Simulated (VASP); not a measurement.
## Ag: relaxation of the atoms with PBEsol

Crystal: Ag.

```xyz
1
Lattice="0.0000 2.0122 2.0122 2.0122 0.0000 2.0122 2.0122 2.0122 0.0000" Properties=species:S:1:pos:R:3 pbc="T T T"
Ag    0.0000    0.0000    0.0000
```

The cell isn't the ideal one: a relaxed cell with its volume scaled by 0.98.

| Quantity | Value |
| --- | --- |
| Program | VASP 6.6.1 |
| Task | relaxation of the atoms |
| Functional | PBEsol |
| Potentials or basis | VASP PAW PBE potentials, release 64 (Ag) |
| Cutoff | 600 eV |
| k mesh | 16 × 16 × 16 |
| Occupations | methfessel-paxton, width 0.1 eV |
| Spin | no spin polarisation |
| Further INCAR settings | ALGO = Fast; EDIFF = 1e-07; IBRION = 2; EDIFFG = -0.01; NSW = 40 |

```yaml
Pressure_after_relaxing: 2.6 GPa
Band_gap_on_the_k_mesh: none (metal or under the smearing width)
```

Final structure:
```cif
data_structure
_symmetry_space_group_name_H-M 'P 1'
_symmetry_Int_Tables_number 1
_cell_length_a 2.8456
_cell_length_b 2.8456
_cell_length_c 2.8456
_cell_angle_alpha 60.000
_cell_angle_beta 60.000
_cell_angle_gamma 60.000
_cell_volume 16.29
loop_
_atom_site_label
_atom_site_type_symbol
_atom_site_fract_x
_atom_site_fract_y
_atom_site_fract_z
_atom_site_occupancy
Ag1 Ag 0.00000 0.00000 0.00000 1
```

Levels at points of the mesh, in eV from the Fermi level:
```
           k point  band 3  band 4  band 5  band 6  band 7  band 8  band 9
(0.00, 0.00, 0.00)   -4.88   -4.88   -3.75   -3.75   16.14   19.98   19.98
(0.50, 0.00, 0.00)   -4.91   -2.88   -2.88   -0.53    3.90   15.38   18.34
(0.50, 0.50, 0.00)   -2.91   -2.66   -2.66    1.56    7.14   10.89   10.89
```

Run time: 12 s on 1 thread of Intel(R) Xeon(R) 6975P-C (Granite Rapids), with other jobs on the host, peak memory 0.15 GiB.

Caveat: the relaxation stopped at its first step, so nothing moved; the PAW data sets were made with another functional, which shifts forces and pressure a little.
